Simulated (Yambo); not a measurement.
# AlN (F-43m) in Yambo: a series of runs

The runs below take AlN through G0W0 quasiparticle levels, optical spectrum, COHSEX levels, with PBE.

Everything below comes from runs of Yambo 5.3.0. Logs are shortened: lines on timing, memory, paths and dates and some standing lists are left out, and cuts for length are marked.

## 1. The crystal as given

It takes space group F-43m (No. 216, cubic). Conventional cell: a = 4.368 Å, b = 4.368 Å, c = 4.368 Å, α = 90.00°, β = 90.00°, γ = 90.00°. Around Al (site symmetry -43m) lie 4 N at 1.89 Å. N (site symmetry -43m) is surrounded by 4 Al at 1.89 Å.

Measurements of this composition are mostly on another form, of space group No. 186.

## 2. G0W0 quasiparticle levels, PBE

Input file g0w07.in:

```
gw0
dyson
el_el_corr
HF_and_locXC
ppa
em1d
EXXRLvcs= 84 Ry
VXCRLvcs= 84 Ry
Chimod= "HARTREE"
% BndsRnXp
 1 | 104 |
%
NGsBlkXp= 12 Ry
% LongDrXp
 1 | 1 | 1 |
%
PPAPntXp= 27.21138 eV
% GbndRnge
 1 | 104 |
%
GTermKind= "none"
DysSolver= "n"
ExtendOut
% QPkrange
 1 | 1 | 3 | 6 |
 13 | 13 | 3 | 6 |
%
```

Input file scf.in:

```
&CONTROL
  calculation = 'scf'
  prefix = 'pwscf'
  outdir = './tmp'
  pseudo_dir = './pseudo'
/
&SYSTEM
  ibrav = 0
  nat = 2
  ntyp = 2
  ecutwfc = 84
  nbnd = 9
  occupations = 'smearing'
  smearing = 'fd'
  degauss = 0.00367493
  force_symmorphic = .true.
/
&ELECTRONS
  conv_thr = 4d-10
  electron_maxstep = 120
  mixing_beta = 0.5
/
ATOMIC_SPECIES
Al    26.9815 Al.upf
N     14.0070 N.upf
CELL_PARAMETERS bohr
   0.0000000000    4.1271496856    4.1271496856
   4.1271496856    0.0000000000    4.1271496856
   4.1271496856    4.1271496856    0.0000000000
ATOMIC_POSITIONS bohr
Al     0.0000000000    0.0000000000    0.0000000000
N      2.0635748428    2.0635748428    2.0635748428
K_POINTS automatic
10 10 10 0 0 0
```

Input file nscf.in:

```
&CONTROL
  calculation = 'nscf'
  prefix = 'pwscf'
  outdir = './tmp'
  pseudo_dir = './pseudo'
/
&SYSTEM
  ibrav = 0
  nat = 2
  ntyp = 2
  ecutwfc = 84
  nbnd = 104
  occupations = 'fixed'
  force_symmorphic = .true.
/
&ELECTRONS
  conv_thr = 1d-08
  diago_full_acc = .true.
  diago_thr_init = 1d-06
/
ATOMIC_SPECIES
Al    26.9815 Al.upf
N     14.0070 N.upf
CELL_PARAMETERS bohr
   0.0000000000    4.1271496856    4.1271496856
   4.1271496856    0.0000000000    4.1271496856
   4.1271496856    4.1271496856    0.0000000000
ATOMIC_POSITIONS bohr
Al     0.0000000000    0.0000000000    0.0000000000
N      2.0635748428    2.0635748428    2.0635748428
K_POINTS automatic
6 6 6 0 0 0
```

Potentials or basis: PseudoDojo 0.4.1 SR PBE standard.

On the command line:

```bash
$ OMP_NUM_THREADS=1 pw.x -in scf.in > scf.out
$ OMP_NUM_THREADS=1 pw.x -in nscf.in > nscf.out
$ cd tmp/pwscf.save; p2y; mv SAVE ../..; cd ../..
$ OMP_NUM_THREADS=1 yambo
$ OMP_NUM_THREADS=1 yambo -F g0w07.in -J g0w07 -C g0w07_out
```

Yambo's report:

```text
[... sections 02.01 to 02.04 as in the set-up run ...]

  [02.05] Energies & Occupations
  ==============================

  [X] === General ===
  [X] Electronic Temperature                        :  0.000000  0.000000 [eV K]
  [X] Bosonic    Temperature                        :  0.000000  0.000000 [eV K]
  [X] Finite Temperature mode                       : no
  [X] El. density                                   :  0.38398E+24 [cm-3]
  [X] Fermi Level                                   :  6.956700 [eV]

  [X] === Gaps and Widths ===
  [X] Conduction Band Min                           :  3.324599 [eV]
  [X] Valence Band Max                              :  0.000000 [eV]
  [X] Filled Bands                                  :   4
  [X] Empty Bands                                   :    5  104
  [X] Direct Gap                                    :  4.192196 [eV]
  [X] Direct Gap localized at k                     :  1
  [X] Indirect Gap                                  :  3.324599 [eV]
  [X] Indirect Gap between kpts                     :   1  13
  [X] Last valence band width                       :  2.503632 [eV]
  [X] 1st conduction band width                     :  4.658763 [eV]

 [03] Transferred momenta grid and indexing
 ==========================================

 IBZ Q-points                                      :  16
 BZ  Q-points                                      :  216

 K/Q-points units:
 rlu = crystal or reduced units; cc = cartesian coordinates; iku = interal k-units

 Q [ 1]         [rlu]:  0.000000  0.000000  0.000000
 Q [ 2]         [rlu]:  0.33229E-17  0.33229E-17  0.16667
 Q [ 3]         [rlu]:  0.66457E-17  0.66457E-17  0.33333
 Q [ 4]         [rlu]:  0.16970E-16  0.16970E-16 -0.50000
 Q [ 5]         [rlu]:  0.54850E-17  0.16667      0.16667
 Q [ 6]         [rlu]:  0.76765E-17  0.16667      0.33333
 Q [ 7]         [rlu]: -0.67914E-16  0.16667      0.50000
 Q [ 8]         [rlu]:  0.16970E-16  0.16667     -0.33333
 Q [ 9]         [rlu]: -0.66457E-17  0.16667     -0.16667
 Q [10]         [rlu]:  0.10970E-16  0.33333      0.33333
 Q [11]         [rlu]: -0.57359E-16  0.33333      0.50000
 Q [12]         [rlu]: -0.13291E-16  0.33333     -0.33333
 Q [13]         [rlu]: -0.52918E-16 -0.50000     -0.50000
 Q [14]         [rlu]:  0.166667  0.333333  0.500000
 Q [15]         [rlu]:  0.166667  0.333333 -0.333333
 Q [16]         [rlu]:  0.166667 -0.500000 -0.333333

 [04] Dipoles
 ============

  [04.01] Setup: observables and procedures
  =========================================

  [WF-Oscillators/G space/Transverse up loader] Normalization (few states)  min/max  :  0.15516E-16   1.0000

  [WR./g0w07//ndb.dipoles]--------------------------------------------------------
   Brillouin Zone Q/K grids (IBZ/BZ)                :   16  216   16  216
   RL vectors                                       :  2421 [WF]
   Fragmentation                                    : yes
   Electronic Temperature                           :  0.000000 [K]
   Bosonic    Temperature                           :  0.000000 [K]
   DIP band range                                   :    1  104
   DIP band range limits                            :   4   5
   DIP e/h energy range                             : -1.000000 -1.000000 [eV]
   RL vectors in the sum                            :  2421
   [r,Vnl] included                                 : yes
   Bands ordered                                    : yes
   Direct v evaluation                              : no
   Approach used                                    : G-space v
   Dipoles computed                                 : R V P [G-space]
   Wavefunctions                                    : Perdew, Burke & Ernzerhof(X)+Perdew, Burke & Ernzerhof(C)

 [05] Dynamic Dielectric Matrix (PPA)
 ====================================

 [WR./g0w07//ndb.pp]-------------------------------------------------------------
  Brillouin Zone Q/K grids (IBZ/BZ)                :   16  216   16  216
  RL vectors                                       :  2421 [WF]
  Coulomb cutoff potential                         : none
  Fragmentation                                    : yes
  Electronic Temperature                           :  0.000000 [K]
  Bosonic    Temperature                           :  0.000000 [K]
  PPA    diel. fun.  energies                      : Perdew, Burke & Ernzerhof(X)+Perdew, Burke & Ernzerhof(C)
  wavefunctions                                    : Perdew, Burke & Ernzerhof(X)+Perdew, Burke & Ernzerhof(C)
  Global Gauge                                     : length
[... 28 lines left out ...]
 [X-CG] R(p) Tot o/o(of R):   24989   86400     100
 [X-CG] R(p) Tot o/o(of R):   20675   86400     100
 [X-CG] R(p) Tot o/o(of R):    9346   86400     100
 [X-CG] R(p) Tot o/o(of R):   26751   86400     100
 [X-CG] R(p) Tot o/o(of R):   26172   86400     100
 [X-CG] R(p) Tot o/o(of R):   21083   86400     100

 [06] Local Exchange-Correlation + Non-Local Fock
 ================================================

 [VXC] Plane waves :  1893
 [EXS] Plane waves :  1893

 QP @ state[ 1 ] K range:  1  1
 QP @ state[ 1 ] b range:   3   6
 QP @ state[ 2 ] K range:  13  13
 QP @ state[ 2 ] b range:   3   6

 [xc] Functional : Perdew, Burke & Ernzerhof(X)+Perdew, Burke & Ernzerhof(C)
 [xc] LIBXC used to calculate xc functional
  PP Number of Atomic Species                      :  2
  NLCC RL compoments                               :  14553
  PP Number of Atomic Species                      :  2
  NLCC RL compoments                               :  14553
 [WR./g0w07//ndb.HF_and_locXC]---------------------------------------------------
  Brillouin Zone Q/K grids (IBZ/BZ)                :   16  216   16  216
  RL vectors                                       :  2421 [WF]
  Fragmentation                                    : no
  Electronic Temperature                           :  0.000000 [K]
  Bosonic    Temperature                           :  0.000000 [K]
  Green`s function   wavefunctions                 : Perdew, Burke & Ernzerhof(X)+Perdew, Burke & Ernzerhof(C)
  Total number of QP states                        :   8
  Exchange RL vectors                              :  1893
  Exchange summation bands                         :   4
  RIM RL components                                : 0
  RIM random points                                : 0

 [xc] E_xc :  -3.456495 [Ha]
      E_xc :  -6.912990 [Ry]

  Local XC kind (lXC) : Perdew, Burke & Ernzerhof(X)+Perdew, Burke & Ernzerhof(C)
  Non-Local XC kind (nlXC) : Hartree-Fock

  Corrections @ K [1] :  [eV]
 <3|nlXC|3> = -20.57905  0.20319E-17 <3|lXC|3> = -16.95093  0.47204E-16
 <4|nlXC|4> = -20.57905 -0.11529E-18 <4|lXC|4> = -16.95093 -0.70806E-16
 <5|nlXC|5> = -8.056065 -0.69288E-18 <5|lXC|5> = -12.52354  0.18882E-15
 <6|nlXC|6> = -4.091727  0.62367E-18 <6|lXC|6> = -9.887964  0.17701E-16

  Corrections @ K [13] :  [eV]
 <3|nlXC|3> = -19.72942 -0.15731E-17 <3|lXC|3> = -15.42485 -0.94409E-16
 <4|nlXC|4> = -19.72942  0.14715E-17 <4|lXC|4> = -15.42485  0.28323E-15
 <5|nlXC|5> = -5.016178  0.84238E-18 <5|lXC|5> = -9.195231  0.11800E-16
 <6|nlXC|6> = -4.382948  0.12036E-17 <6|lXC|6> = -9.451933  0.14161E-15

 [07] Dyson equation: Newton solver
 ==================================

  [07.01] G0W0 (W PPA)
  ====================

  [  GW  ] Bands range     :    1  104
  [GW/PPA] G damping       :  0.100000 [eV]

  QP @ state[ 1 ] K range:  1  1
  QP @ state[ 1 ] b range:   3   6
  QP @ state[ 2 ] K range:  13  13
  QP @ state[ 2 ] b range:   3   6
[... 51 lines left out ...]
   :: Time ordering fails/rest    :  0.500111
   :: Mean rel dev of PP cond     :  0.279603
   Current Q-pt index             :  14
   :: PP condition fails/total    :  0.288774
   :: Time ordering fails/rest    :  0.499888
   :: Mean rel dev of PP cond     :  0.288768
   Current Q-pt index             :  15
   :: PP condition fails/total    :  0.287602
   :: Time ordering fails/rest    :  0.499589
   :: Mean rel dev of PP cond     :  0.287593
   Current Q-pt index             :  16
   :: PP condition fails/total    :  0.286323
   :: Time ordering fails/rest    :  0.499589
   :: Mean rel dev of PP cond     :  0.286315

  [07.02] QP properties and I/O
  =============================

  Legend (energies in eV)
  - B  : Band       - Eo  : bare energy
  - E  : QP energy  - Z   : Renormalization factor
  - So : Sc(Eo)     - S   : Sc(E)
  - dSp: Sc derivative precision

  - lXC: Local XC (Perdew, Burke & Ernzerhof(X)+Perdew, Burke & Ernzerhof(C))
  -nlXC: non-Local XC (Hartree-Fock)

  QP [eV] @ K [1] (iku):  0.000000  0.000000  0.000000
   B=3 Eo= -0.00 E= -0.69 E-Eo= -0.69 Re(Z)=0.79 Im(Z)=-0.116508E-2 nlXC= -20.5791 lXC= -16.9509 So=  2.76416
   B=4 Eo=  0.00 E= -0.69 E-Eo= -0.69 Re(Z)=0.79 Im(Z)=-0.116508E-2 nlXC= -20.5791 lXC= -16.9509 So=  2.76415
   B=5 Eo=  4.19 E=  4.86 E-Eo=  0.67 Re(Z)=0.82 Im(Z)=-0.101070E-2 nlXC= -8.05607 lXC= -12.5235 So= -3.65847
   B=6 Eo= 12.59 E= 13.31 E-Eo=  0.72 Re(Z)=0.83 Im(Z)=-0.111390E-2 nlXC= -4.09173 lXC= -9.88796 So= -4.92418

  QP [eV] @ K [13] (iku): -0.500000  0.000000  0.000000
   B=3 Eo= -1.78 E= -2.76 E-Eo= -0.98 Re(Z)=0.79 Im(Z)=-0.125895E-2 nlXC= -19.7294 lXC= -15.4249 So=  3.06151
   B=4 Eo= -1.78 E= -2.76 E-Eo= -0.98 Re(Z)=0.79 Im(Z)=-0.126012E-2 nlXC= -19.7294 lXC= -15.4249 So=  3.06152
   B=5 Eo=  3.32 E=  3.78 E-Eo=  0.46 Re(Z)=0.84 Im(Z)=-0.958128E-3 nlXC= -5.01618 lXC= -9.19523 So= -3.63820
   B=6 Eo=  8.65 E=  9.35 E-Eo=  0.70 Re(Z)=0.85 Im(Z)=-0.864766E-3 nlXC= -4.38295 lXC= -9.45193 So= -4.24370

  [WR./g0w07//ndb.QP]-------------------------------------------------------------
   Lattice constants                                :  4.127150  4.127150  4.127150
   Coulomb cutoff potential                         : none
   Electronic Temperature                           :  0.000000 [K]
   Bosonic    Temperature                           :  0.000000 [K]
   Green`s function   energies                      : Perdew, Burke & Ernzerhof(X)+Perdew, Burke & Ernzerhof(C)
   wavefunctions                                    : Perdew, Burke & Ernzerhof(X)+Perdew, Burke & Ernzerhof(C)
   PPA    diel. fun.  energies                      : Perdew, Burke & Ernzerhof(X)+Perdew, Burke & Ernzerhof(C)
   wavefunctions                                    : Perdew, Burke & Ernzerhof(X)+Perdew, Burke & Ernzerhof(C)
   QP tot states                                    :   8
   GW solver                                        : Newton
   GW approximation                                 : PPA
   PPA imaginary Energy                             :  27.21138 ev
   dS/dw steps                                      :  2
   dS/dw step                                       :  0.100000 ev
   X G`s                                            :  137 used
   X G`s                                            :  137 disk
   X bands                                          :    1  104
   X poles                                          :  100.0000 o/o
   X e/h E range                                    : -1.000000 -1.000000 ev
   X Hxc Kernel                                     : HARTREE
   X BZ energy Double Grid                          : no
   X Optical Averaged directions                    : none
   Sc/G bands                                       :    1  104
   Sc/G damping                                     :  0.100000 ev
   Sc bands terminator                              : no
   Sx RL components                                 :  1893

   QP @ state[ 1 ] K range                          :  1  1
   QP @ state[ 1 ] b range                          :   3   6
   QP @ state[ 2 ] K range                          :  13  13
   QP @ state[ 2 ] b range                          :   3   6
   GF energies kind                                 : Perdew, Burke & Ernzerhof(X)+Perdew, Burke & Ernzerhof(C)
   GF WF`s kind                                     : Perdew, Burke & Ernzerhof(X)+Perdew, Burke & Ernzerhof(C)
   Xs energies kind                                 : Perdew, Burke & Ernzerhof(X)+Perdew, Burke & Ernzerhof(C)
   Xs WF`s kind                                     : Perdew, Burke & Ernzerhof(X)+Perdew, Burke & Ernzerhof(C)
```

Run time: 5.7 min. Hardware: 1 thread of Arm Neoverse V1, shared host; peak memory 0.44 GiB.

What came out:

| Item | Value |
| --- | --- |
| Band gap on the k mesh, mean-field level | 3.32 eV, indirect (least direct gap 4.19 eV) |
| Quasiparticle gap | 4.47 eV |
| Least direct quasiparticle gap | 5.54 eV |
| Quasiparticle gap at Γ | 5.54 eV |
| Band gap of the same states before the correction | 3.32 eV |

Quasiparticle terms (eV):
| k point | band | Kohn-Sham level | Vxc | Σx | Σc | Z | result |
| --- | --- | --- | --- | --- | --- | --- | --- |
| (0.000, 0.000, 0.000) | 3 | 0.00 | -16.95 | -20.58 | 2.76 | 0.79 | -0.69 |
| (0.000, 0.000, 0.000) | 4 | 0.00 | -16.95 | -20.58 | 2.76 | 0.79 | -0.69 |
| (0.000, 0.000, 0.000) | 5 | 4.19 | -12.52 | -8.06 | -3.66 | 0.82 | 4.86 |
| (0.000, 0.000, 0.000) | 6 | 12.59 | -9.89 | -4.09 | -4.92 | 0.83 | 13.31 |
| (0.000, -0.500, -0.500) | 3 | -1.78 | -15.42 | -19.73 | 3.06 | 0.79 | -2.76 |
| (0.000, -0.500, -0.500) | 4 | -1.78 | -15.42 | -19.73 | 3.06 | 0.79 | -2.76 |
| (0.000, -0.500, -0.500) | 5 | 3.32 | -9.20 | -5.02 | -3.64 | 0.84 | 3.78 |
| (0.000, -0.500, -0.500) | 6 | 8.65 | -9.45 | -4.38 | -4.24 | 0.85 | 9.35 |

Caveat: this version prints the column dSc/dw multiplied by 27.2. A k mesh can miss the band edges.

(Part 1 of 3 ends here.)
